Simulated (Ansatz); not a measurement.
# In4Se4 sheet: levels of theory, part 1 of 2

Aim: for In4Se4 sheet, compare levels of theory; the runs are relaxing the atoms and single point.

Program: Ansatz 0.2.0. Level of theory: DFT PBE+D3(BJ), scalar-relativistic, plane waves, PAW, and further levels as typed in the inputs. These are calculated values, not measurements.

## 1. The structure to begin with

Symmetry: Cm, No. 8, monoclinic system. The conventional cell has a = 6.928 Å, b = 4.040 Å, c = 31.700 Å, α = 90.00°, β = 90.00°, γ = 90.00°. Around Se (site symmetry m) lie 3 In at 2.65 to 2.66 Å. In (site symmetry m) is surrounded by 3 Se at 2.65 to 2.66 Å and 1 In at 2.79 Å.

Structure file:

```cif
data_structure
_symmetry_space_group_name_H-M 'P 1'
_symmetry_Int_Tables_number 1
_cell_length_a 4.0400
_cell_length_b 4.0100
_cell_length_c 31.7000
_cell_angle_alpha 90.000
_cell_angle_beta 90.000
_cell_angle_gamma 120.247
_cell_volume 443.64
loop_
_atom_site_label
_atom_site_type_symbol
_atom_site_fract_x
_atom_site_fract_y
_atom_site_fract_z
_atom_site_occupancy
Se1 Se 0.33333 0.66667 0.28391 1
In1 In 0.00000 0.00000 0.32476 1
In2 In 0.00000 0.00000 0.41278 1
Se2 Se 0.33333 0.66667 0.45363 1
Se3 Se 0.00000 0.00000 0.54637 1
In3 In 0.66667 0.33333 0.58722 1
In4 In 0.66667 0.33333 0.67524 1
Se4 Se 0.00000 0.00000 0.71609 1
```

## 2. Relaxing the atoms: In4Se4 sheet, no spin

The input, input.yaml:

```yaml
crystal:
  lattice:
    - [4.04, 0.0, 0.0]
    - [-2.02, 3.4641016151, 0.0]
    - [0.0, 0.0, 31.7]
  atoms:
    - { symbol: Se, position: [0.3333333333, 0.6666666667, 0.2839116719] }
    - { symbol: In, position: [0.0, 0.0, 0.3247634069] }
    - { symbol: In, position: [0.0, 0.0, 0.4127760252] }
    - { symbol: Se, position: [0.3333333333, 0.6666666667, 0.4536277603] }
    - { symbol: Se, position: [0.0, 0.0, 0.5463722397] }
    - { symbol: In, position: [0.6666666667, 0.3333333333, 0.5872239748] }
    - { symbol: In, position: [0.6666666667, 0.3333333333, 0.6752365931] }
    - { symbol: Se, position: [0.0, 0.0, 0.7160883281] }
  periodic: [true, true, false]
scf:
  occupations: { method: gaussian, width: 0.02 }
  n_extra_bands: 6
output:
  forces: true
  stress: false
  write_density: true
  write_potential: true
  elf: true
  volumetric_format: npy
kpoints:
  mp_grid: { grid: [10, 10, 1] }
hamiltonian:
  xc: pbe
  dispersion: d3bj
relax:
  f_tol: 0.005
  max_steps: 100
```

Command:

```sh
$ ansatz run input.yaml --threads 4 --pin off --max-ram 12288MiB --backend cpu --events-out ev --progress --plain --runs-dir out
```

The program printed:

```text
Warning: crystal.periodic: the lattice vector that does not repeat stood 0.000° off the slab's normal, 31.700 Å along it as the deck builds it. The run solves the slab on a vector along the normal, 51.200 Å long, with every atom where it was (on the deck's vector they left 18.00 Å outside them, and the widest stretch free of ions among them is 2.94 Å). A fractional position that the run reports is one of the run's cell, which starts as this one, and not of the deck's: it goes into a deck with that cell's vectors. The slab on that cell runs as it stands in a deck that lists each atom with its symbol and moment, types crystal.periodic and leaves out crystal.checkpoint, crystal.saddle_side, crystal.structure_sha256, crystal.space_group, crystal.setting, crystal.reduce_to_primitive, crystal.supercell, crystal.defects and each atom's wyckoff. Where those keys changed the vectors of the plane, lay the indices of each lattice_plane and lattice_line anew on these rows. Along the normal they count this vector already. An outside_sphere can name other atoms there (type this run's as sites). In the order of the run's atom list the slab is: crystal.lattice: [[4.04, 0.0, 0.0], [-2.02, 3.4641016151, 0.0], [0.0, -0.0, 51.20000000308]]; position: [0.3333333333, 0.6666666667, 0.17578124997438657]; position: [0.0, 0.0, 0.2010742187130994]; position: [0.0, 0.0, 0.25556640621196985]; position: [0.3333333333, 0.6666666667, 0.2808593750125967]; position: [0.0, 0.0, 0.33828124995015807]; position: [0.6666666666999999, 0.3333333333, 0.36357421875078494]; position: [0.6666666666999999, 0.3333333333, 0.4180664062496553]; position: [0.0, 0.0, 0.4433593749883682];
Warning: RAYON_NUM_THREADS=4 ignored (pool sized by the plan → 4); use --threads N
crystal.periodic: the lattice vector that does not repeat stood 0.000° off the slab's normal, 31.700 Å along it as the deck builds it. The run solves the slab on a vector along the normal, 51.200 Å long, with every atom where it was (on the deck's vector they left 18.00 Å outside them, and the widest stretch free of ions among them is 2.94 Å). A fractional position that the run reports is one of the run's cell, which starts as this one, and not of the deck's: it goes into a deck with that cell's vectors. The slab on that cell runs as it stands in a deck that lists each atom with its symbol and moment, types crystal.periodic and leaves out crystal.checkpoint, crystal.saddle_side, crystal.structure_sha256, crystal.space_group, crystal.setting, crystal.reduce_to_primitive, crystal.supercell, crystal.defects and each atom's wyckoff. Where those keys changed the vectors of the plane, lay the indices of each lattice_plane and lattice_line anew on these rows. Along the normal they count this vector already. An outside_sphere can name other atoms there (type this run's as sites). In the order of the run's atom list the slab is: crystal.lattice: [[4.04, 0.0, 0.0], [-2.02, 3.4641016151, 0.0], [0.0, -0.0, 51.20000000308]]; position: [0.3333333333, 0.6666666667, 0.17578124997438657]; position: [0.0, 0.0, 0.2010742187130994]; position: [0.0, 0.0, 0.25556640621196985]; position: [0.3333333333, 0.6666666667, 0.2808593750125967]; position: [0.0, 0.0, 0.33828124995015807]; position: [0.6666666666999999, 0.3333333333, 0.36357421875078494]; position: [0.6666666666999999, 0.3333333333, 0.4180664062496553]; position: [0.0, 0.0, 0.4433593749883682];
scf.n_extra_bands = 6 over 58 filled bands (N_el = 116.0): the run solves 64 bands
Engine: ansatz 0.2.0, x86_64-unknown-linux-gnu
Pseudopotentials: kind: paw
Pseudopotential: Se, paw, valence charge 16, recommended cutoff 420 eV (normal), Se.paw.azcp
Pseudopotential: In, paw, valence charge 13, recommended cutoff 420 eV (normal), In.paw.azcp
Functional definition: PBE
  parameter kappa = 0.804
  parameter beta = 0.06672455060314922
  exchange = pbe_x(kappa = kappa, mu = beta*pi^2/3)
  correlation = pbe_c(beta = beta)
Crystal: 8 atoms, lattice volume = 716.542 Å³
Basis set: ecut = 420 eV, 14103 PW (Γ), exchange–correlation on 60×54×720 points (8 copies of the dense FFT grid, shifted against one another)
Bands: 64, of which v1, the nominal top of the filled ones, is band 58 counted from 1 (57 counted from 0)
Symmetry: 2 space group operations
Space group: Cm (ITA 8), of the structure as read, at distance tolerance 8.9e-5 Å
k-points: 31 of 100 (time reversal used)
Non-local potential: Se, projectors of the file, l = 0: 2, l = 1: 2, l = 2: 3, l = 3: 1
Non-local potential: In, projectors of the file, l = 0: 2, l = 1: 2, l = 2: 2, l = 3: 2
PAW form: soft (Blöchl's): semilocal exchange-correlation on the pseudo side does not see the compensation charge
PAW one-centre angular grid: Se, 590 points (default); XC on 64 Gauss nodes
PAW one-centre angular grid: In, 590 points (default); XC on 64 Gauss nodes
Initial density: superposition of atomic densities (neutral atoms: chi_scale 0, normalization atom), corrected by the library's trained network
Initial wavefunctions: pseudopotential atomic-orbital guess
Functional: x = pbe(κ = 0.804, μ = 0.2195149727645171), c = pbe(β = 0.06672455060314922)
SCF iter   1: F=—  HF=-44273.895602 eV  |F-HF|=—  |Δ(HF+E_count)|=         —  Δρ=1.24e-3  dr2=7.81e-2  ethr=1.77e-3  ⟨swp⟩=10.0  Hψ=9952  notcnv=0
preconditioner: auto → Resta (q_TF=auto, 2.014 Å⁻¹)  ε∞=1.9  [insulator: Δε(μ)=1.081 eV  Ē_g=12.723 eV  σ=0.020 eV  W_gap=1.00  n_scr=122 (ndim 8)  ℏωp=12.1 eV  f_vac=0.668  D(μ)=0.00/eV (n_scr^D=0)  ε∞_Penn≈1.9  vacuum switching on, ρ_ref=1.2e-2 e/Å³]
SCF iter   2: F=—  HF=-44273.902641 eV  |F-HF|=—  |Δ(HF+E_count)|=   7.04e-3  Δρ=1.31e-3  dr2=1.78e-1  ethr=6.73e-5  ⟨swp⟩=3.9  Hψ=4181  notcnv=0  defer=60
SCF iter   3: F=—  HF=-44273.884815 eV  |F-HF|=—  |Δ(HF+E_count)|=   1.78e-2  Δρ=3.55e-4  dr2=4.29e-3  ethr=6.73e-5  ⟨swp⟩=2.9  Hψ=2444  notcnv=0  defer=60
SCF iter   4: F=—  HF=-44273.884752 eV  |F-HF|=—  |Δ(HF+E_count)|=   6.30e-5  Δρ=1.90e-4  dr2=4.49e-4  ethr=3.70e-6  ⟨swp⟩=3.3  Hψ=3689  notcnv=0  defer=60
SCF iter   5: F=—  HF=-44273.884907 eV  |F-HF|=—  |Δ(HF+E_count)|=   1.55e-4  Δρ=7.30e-5  dr2=1.50e-4  ethr=3.87e-7  ⟨swp⟩=2.6  Hψ=3190  notcnv=0  defer=60
SCF iter   6: F=—  HF=-44273.884937 eV  |F-HF|=—  |Δ(HF+E_count)|=   2.99e-5  Δρ=4.98e-5  dr2=2.01e-4  ethr=1.29e-7  ⟨swp⟩=2.6  Hψ=2795  notcnv=0  defer=60
SCF iter   7: F=—  HF=-44273.884931 eV  |F-HF|=—  |Δ(HF+E_count)|=   5.57e-6  Δρ=1.37e-5  dr2=1.56e-6  ethr=1.29e-7  ⟨swp⟩=2.1  Hψ=2259  notcnv=0  defer=60
SCF iter   8: F=-44273.884933 eV  HF=-44273.884933 eV  |F-HF|=2.81e-7  |Δ(HF+E_count)|=   1.88e-6  Δρ=7.15e-6  dr2=4.40e-7  ethr=5.39e-10  ⟨swp⟩=14.0  Hψ=22380  notcnv=0
SCF 1 converged in 8 iterations: F = -44273.884933 eV  dr2 = 4.40e-7
relax step   1: F+E_penalty+E_count = -44273.88493344 eV  Δ(F+E_penalty+E_count) = +0.000e0 eV  max|allowed force component| = 4.814e-2 eV/Å  Δτ_max = 0.0000 Å  (8 SCF iters, dr2 threshold 6.25e-7 eV, accepted)
[... 13 lines left out ...]
relax step   2: F+E_penalty+E_count = -44273.88543127 eV  Δ(F+E_penalty+E_count) = -4.978e-4 eV  max|allowed force component| = 6.084e-2 eV/Å  Δτ_max = 0.0336 Å  (8 SCF iters, dr2 threshold 1.45e-7 eV, accepted)
[... 10 lines left out ...]
relax step   3: F+E_penalty+E_count = -44273.88598885 eV  Δ(F+E_penalty+E_count) = -5.576e-4 eV  max|allowed force component| = 3.015e-3 eV/Å  Δτ_max = 0.0144 Å  (7 SCF iters, dr2 threshold 2.31e-7 eV, accepted)
[... 7 lines left out ...]
relax step   4: F+E_penalty+E_count = -44273.88598890 eV  Δ(F+E_penalty+E_count) = -4.662e-8 eV  max|allowed force component| = 3.038e-3 eV/Å  Δτ_max = 0.0000 Å  (4 SCF iters, accepted)
NSCF: frozen V_eff on 31 k-points
the band table was solved once a step of the walk had ended and its energy, with any forces and stress, was formed, with the checks that follow a solve (10877 applications of the Hamiltonian). They found nothing against the state; the energy, forces and stress were not computed again (output.eigenvalues in the input reference)
SCF converged after 4 iterations
Free energy (F): -44273.885989 eV
Harris-Foulkes:  -44273.885989 eV  (|F-HF|=4.37e-10)
Internal energy: -44273.885989 eV  (E = F + TS)
E sigma→0 (E₀):  -44273.885989 eV
Fermi energy:    -5.102146 eV
--- Per-component energies (eV) ---
  E_band       = -3272.057412
  E_kinetic    = 1444.476876
  E_local      = -653414.920024  (includes V_loc(G=0)·N_el)
  E_nonlocal   = -914.101991
  E_hartree    = 325369.746153
  E_xc         = -1276.955074
  E_vxc        = -788.312359  (∫ρ·V_xc dr)
  E_paw        = -24265.535404  (= ΣΔE_a)
  E_vpaw       = -338.662258  (= ΣTr[D̂ρ^β])
  E_aug_tail   = -0.002305  (compensation charges beyond the density's cutoff)
  E_ewald      = 308785.490798
  E_disp       = -2.085018  (pairwise vdW)
  E_smearing   = -0.000000  (= −TS)
  E_closure    = 0.000000  (closes the sum)
  Σ components = -44273.885989   (vs F -44273.885989, Δ=0.00e0)
--- Forces (eV/Å), atoms counted from 1 ---
  atom   1  Se     0.00000000    -0.00013020     0.00000968
  atom   2  In    -0.00000000     0.00062237    -0.00101747
  atom   3  In    -0.00000000     0.00098231     0.00287623
  atom   4  Se     0.00000000    -0.00038436    -0.00081739
  atom   5  Se     0.00000000    -0.00033117     0.00109057
  atom   6  In    -0.00000000    -0.00024941    -0.00303797
  atom   7  In    -0.00000000    -0.00019239     0.00072637
  atom   8  Se     0.00000000    -0.00031627     0.00017277
  max |Σ_I F_I| component: 2.79e-6 eV/Å
--- Band table (eV; the first three rows and the last of 31) ---
  k-point 0: bands = ["-52.6752", "-52.6750", "-52.6728", "-52.6725", "-52.6528", "-52.6502", "-52.6491", "-52.6467", "-52.6425", "-52.6386", "-52.6285", "-52.6283", "-52.6208", "-52.6206", "-52.6012", "-52.5988", "-52.5938", "-52.5915", "-52.5893", "-52.5821", "-20.0195", "-20.0115", "-19.8354", "-19.8331", "-19.8274", "-19.8251", "-19.7540", "-19.7516", "-19.7463", "-19.7440", "-19.7405", "-19.7390", "-19.7318", "-19.7302", "-19.5663", "-19.5653", "-19.5580", "-19.5569", "-19.5371", "-19.5286", "-18.6845", "-18.4779", "-18.4243", "-18.3156", "-11.4735", "-11.2817", "-9.3186", "-8.8439", "-6.6038", "-6.5406", "-6.4594", "-6.4451", "-6.4136", "-6.3876", "-6.3601", "-6.3569", "-6.3080", "-5.7123", "-4.5609", "-3.8547", "-3.1309", "-3.0520", "-0.9719", "-0.9197"]
[... 3 lines left out ...]
--- Relaxed structure (4 steps of the walk, 4 accepted, 0 SCFs on fresh bases) ---
  F+E_penalty+E_count = -44273.88598890 eV   max|allowed force component| = 3.038e-3 eV/Å
  cell:  # Å, volume = 716.5425 Å³
    - [4.04, 0.0, 0.0]
    - [-2.02, 3.4641016151, 0.0]
    - [0.0, -0.0, 51.20000000308]
  atoms:
    - { symbol: Se, position: [0.33516092934136493, 0.67032185868273, 0.1754384647222361] }
    - { symbol: In, position: [0.0005642780304935851, 0.00112855606098717, 0.20079677824486142] }
    - { symbol: In, position: [0.0005921680259855069, 0.0011843360519710137, 0.2553526692416178] }
    - { symbol: Se, position: [0.33525861960814235, 0.6705172392162848, 0.2806479957135097] }
    - { symbol: Se, position: [-0.0006757185238228142, -0.0013514370476456281, 0.33851722645717125] }
    - { symbol: In, position: [0.6647192791608891, 0.3294385583217787, 0.3637796334424747] }
    - { symbol: In, position: [0.6648969629209639, 0.3297939258419282, 0.41833532832633236] }
    - { symbol: Se, position: [-0.0005165185640172073, -0.0010330371280344143, 0.4436944037028154] }
```

It took 68 s on 4 threads of Intel Xeon 6975P-C (Granite Rapids), shared host; peak memory 2.1 GiB.

Relaxation path:

| step | energy from step 1 (eV/cell) | largest force component (eV/Å) |
| --- | --- | --- |
| 1 | 0.0000 | 0.0481 |
| 2 | -0.0005 | 0.0608 |
| 3 | -0.0011 | 0.0030 |
| 4 | -0.0011 | 0.0030 |

Step 1 is the start.

The maps below are laid out on this run's own conventional cell (a, b, c = 6.928, 4.040, 51.200 Å).

Density in a lattice plane of the grid's cell (edges 6.93 and 51.20 Å, at 0.000 of the third edge), which holds Se and In.

Ten even steps from '0' (0.00 e/Å³) to '9' (18.52 e/Å³):
```
000000
000000
000000
600000
500000
000000
201000
000000
900000
000000
000000
000000
000000
000000
000000
000000
000000
000000
000000
000000
```
Columns run along the first of these edges and rows up along the second, over one cell in 6 and 20 even steps from the bottom left corner. Atoms in the plane (fractional): Se at (0.66, 0.82), In at (1.00, 0.80), In at (1.00, 0.74), Se at (0.66, 0.72), Se at (0.00, 0.66), In at (0.34, 0.64), In at (0.34, 0.58), Se at (0.00, 0.56).

ELF in the same plane.

Ten even steps from ' ' (0.00) to '@' (0.87):
```
            
            
      **@@++
  ::  --**::
  ::  ..==::
      **@@==
****::..  ##
  ----==    
==%%..    %%
            
            
            
            
            
            
            
            
            
            
            
```
Columns run along the first of these edges and rows up along the second, over one cell in 6 and 20 even steps from the bottom left corner. Atoms in the plane (fractional): Se at (0.66, 0.82), In at (1.00, 0.80), In at (1.00, 0.74), Se at (0.66, 0.72), Se at (0.00, 0.66), In at (0.34, 0.64), In at (0.34, 0.58), Se at (0.00, 0.56).

Both are smooth fields of the valence electrons: close to the nuclei they are not physical.

The highest ELF values outside the cores: 0.88 beside Se, off the lines to its neighbours, 0.9 Å from Se; 0.81 on the Se–In line, 0.9 Å from Se; 0.80 in the shell around Se, 0.8 Å from Se.

## 3. Single point: LDA

It takes the final geometry of step 2.

The input, input.yaml:

```yaml
crystal:
  lattice:
    - [4.04, 0.0, 0.0]
    - [-2.02, 3.4641016151, 0.0]
    - [0.0, 0.0, 51.2000000031]
  atoms:
    - { symbol: Se, position: [0.3351609293, 0.6703218587, 0.1754384647] }
    - { symbol: In, position: [0.000564278, 0.0011285561, 0.2007967782] }
    - { symbol: In, position: [0.000592168, 0.0011843361, 0.2553526692] }
    - { symbol: Se, position: [0.3352586196, 0.6705172392, 0.2806479957] }
    - { symbol: Se, position: [-0.0006757185, -0.001351437, 0.3385172265] }
    - { symbol: In, position: [0.6647192792, 0.3294385583, 0.3637796334] }
    - { symbol: In, position: [0.6648969629, 0.3297939258, 0.4183353283] }
    - { symbol: Se, position: [-0.0005165186, -0.0010330371, 0.4436944037] }
  periodic: [true, true, false]
scf:
  occupations: { method: gaussian, width: 0.01 }
  n_extra_bands: 6
output:
  eigenvalues: true
  eigenstates: { kpoints: [[0.0, 0.0, 0.0]], top_band: c3, e_range: [-3, 4] }
kpoints:
  mp_grid: { grid: [10, 10, 1] }
hamiltonian:
  xc: lda
```

Command:

```sh
$ ansatz run input.yaml --threads 4 --pin off --max-ram 12288MiB --backend cpu --events-out ev --progress --plain --runs-dir out
```

The program printed, cut to the lines that bear on the results:

```text
Warning: RAYON_NUM_THREADS=4 ignored (pool sized by the plan → 4); use --threads N
scf.n_extra_bands = 6 over 58 filled bands (N_el = 116.0): the run solves 64 bands
[...]
Pseudopotentials: kind: paw
Pseudopotential: Se, paw, valence charge 16, recommended cutoff 420 eV (normal), Se.paw.azcp
Pseudopotential: In, paw, valence charge 13, recommended cutoff 420 eV (normal), In.paw.azcp
Functional definition: SPW92
[...]
Crystal: 8 atoms, lattice volume = 716.542 Å³
Basis set: ecut = 420 eV, 14103 PW (Γ)
Bands: 64, of which v1, the nominal top of the filled ones, is band 58 counted from 1 (57 counted from 0)
Symmetry: 2 space group operations
Space group: Cm (ITA 8), of the structure as read, at distance tolerance 8.9e-5 Å
k-points: 31 of 100 (time reversal used)
[...]
SCF iter   1: F=—  HF=-43365.312738 eV  |F-HF|=—  |Δ(HF+E_count)|=         —  Δρ=3.97e-3  dr2=2.20e-1  ethr=1.77e-3  ⟨swp⟩=10.1  Hψ=9977  notcnv=0
[...]
SCF iter  11: F=-43365.268927 eV  HF=-43365.268927 eV  |F-HF|=9.14e-9  |Δ(HF+E_count)|=   7.85e-8  Δρ=1.23e-6  dr2=1.65e-8  ethr=8.62e-11  ⟨swp⟩=13.4  Hψ=7148  notcnv=0
[...]
NSCF: frozen V_eff on 1 k-points
SCF converged after 11 iterations
Free energy (F): -43365.268927 eV
[...]
E sigma→0 (E₀):  -43365.268927 eV
Fermi energy:    -5.407656 eV
[...]
--- Band table (eV; the first three rows and the last of 31) ---
[...]
```

Run time: 24 s. Hardware: 4 threads of Intel Xeon 6975P-C (Granite Rapids), shared host; peak memory 1.8 GiB.

## 4. Single point: PBE

It takes the final geometry of step 2.

input.yaml: that of step 3 with these lines changed.

```diff
@@ -24,2 +24,2 @@
 hamiltonian:
-  xc: lda
+  xc: pbe
```

Command:

```sh
$ ansatz run input.yaml --threads 4 --pin off --max-ram 12288MiB --backend cpu --events-out ev --progress --plain --runs-dir out
```

The program printed, cut to the lines that bear on the results:

```text
Warning: RAYON_NUM_THREADS=4 ignored (pool sized by the plan → 4); use --threads N
scf.n_extra_bands = 6 over 58 filled bands (N_el = 116.0): the run solves 64 bands
[...]
Pseudopotentials: kind: paw
Pseudopotential: Se, paw, valence charge 16, recommended cutoff 420 eV (normal), Se.paw.azcp
Pseudopotential: In, paw, valence charge 13, recommended cutoff 420 eV (normal), In.paw.azcp
Functional definition: PBE
[...]
Crystal: 8 atoms, lattice volume = 716.542 Å³
Basis set: ecut = 420 eV, 14103 PW (Γ)
Bands: 64, of which v1, the nominal top of the filled ones, is band 58 counted from 1 (57 counted from 0)
Symmetry: 2 space group operations
Space group: Cm (ITA 8), of the structure as read, at distance tolerance 8.9e-5 Å
k-points: 31 of 100 (time reversal used)
[...]
SCF iter   1: F=—  HF=-44271.811516 eV  |F-HF|=—  |Δ(HF+E_count)|=         —  Δρ=1.24e-3  dr2=7.72e-2  ethr=1.77e-3  ⟨swp⟩=10.2  Hψ=9987  notcnv=0
[...]
SCF iter  11: F=-44271.800992 eV  HF=-44271.800992 eV  |F-HF|=1.27e-8  |Δ(HF+E_count)|=   4.19e-8  Δρ=8.15e-7  dr2=2.26e-8  ethr=8.62e-11  ⟨swp⟩=12.5  Hψ=5982  notcnv=0
[...]
NSCF: frozen V_eff on 1 k-points
SCF converged after 11 iterations
Free energy (F): -44271.800992 eV
[...]
E sigma→0 (E₀):  -44271.800992 eV
Fermi energy:    -5.102006 eV
[...]
--- Band table (eV; the first three rows and the last of 31) ---
[...]
```

Run time: 24 s. Hardware: 4 threads of Intel Xeon 6975P-C (Granite Rapids), shared host; peak memory 1.9 GiB.

(Continued in part 2 of 2.)
